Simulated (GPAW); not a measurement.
Input of a GPAW 26.7.0 run:

File run.py:

```python
from ase import Atoms
from ase.dft.bandgap import bandgap
from ase.io import write
from ase.units import Bohr, GPa
from gpaw import GPAW, PW
from gpaw.elf import elf_from_dft_calculation

atoms = Atoms(['Zn', 'Zn', 'S', 'S'],
              cell=[[3.811, 0.0, 0.0],
                    [-1.9055, 3.3004228138, 0.0],
                    [0.0, 0.0, 6.234]],
              scaled_positions=[[0.6666666667, 0.3333333333, 0.5],
                                [0.3333333333, 0.6666666667, 0.0],
                                [0.6666666667, 0.3333333333, 0.885],
                                [0.3333333333, 0.6666666667, 0.385]],
              pbc=True)

calc = GPAW(mode=PW(600),
            xc='PBE',
            kpts={'size': (8, 8, 5), 'gamma': True},
            occupations={'name': 'methfessel-paxton', 'order': 0, 'width': 0.014},
            nbands=31,
            convergence={'density': 1e-05, 'energy': 1e-05},
            maxiter=150,
            txt='gpaw.txt')
atoms.calc = calc
energy = atoms.get_potential_energy()
forces = atoms.get_forces()
stress = atoms.get_stress()
calc.write('gs.gpw')
write('result.traj', atoms)
print(f'Energy: {energy:.6f} eV')
print('Forces (eV/A):')
print(forces.round(4))
print('Stress (GPa):', (stress / GPa).round(3))
print('Fermi level:', round(calc.get_fermi_level(), 4), 'eV')
print(f'Gap: {bandgap(calc)[0]:.4f} eV, direct: {bandgap(calc, direct=True)[0]:.4f} eV')

# fields on the real-space grid
write('density.cube', atoms, data=calc.get_pseudo_density() * Bohr**3)
write('potential.cube', atoms, data=calc.get_electrostatic_potential())
write('elf.cube', atoms, data=elf_from_dft_calculation(calc).data)
```

Potentials or basis: GPAW PAW data sets (gpaw-data 1.2.1), pw.

Command:

```sh
$ OMP_NUM_THREADS=1 python run.py
```

Task: What does it give for the band gap on the k mesh?

Result: 2.24 eV, direct.

Task: Estimate the pressure.

Result: 2.4 GPa.

Task: Predict the largest force.

Result: 0.328 eV/Å.

Forces in eV/Å, atoms in the order of the input:
```
Zn   0.000  0.000  0.328
Zn   0.000  0.000  0.328
S    0.000  0.000 -0.328
S    0.000  0.000 -0.328
```

**Measured values to compare with.**

From a printed reference work, monograph, for a bulk crystal of ZnS at 4 K: band gap 3.911 eV (direct).

Against the measured gap of ZnS, 3.911 eV (direct; 4 K; a printed reference work, monograph), the calculated 2.24 eV is off by -1.67 eV. The value is that of PBE, without temperature or zero-point motion. Semilocal functionals fall short of measured gaps as a rule.
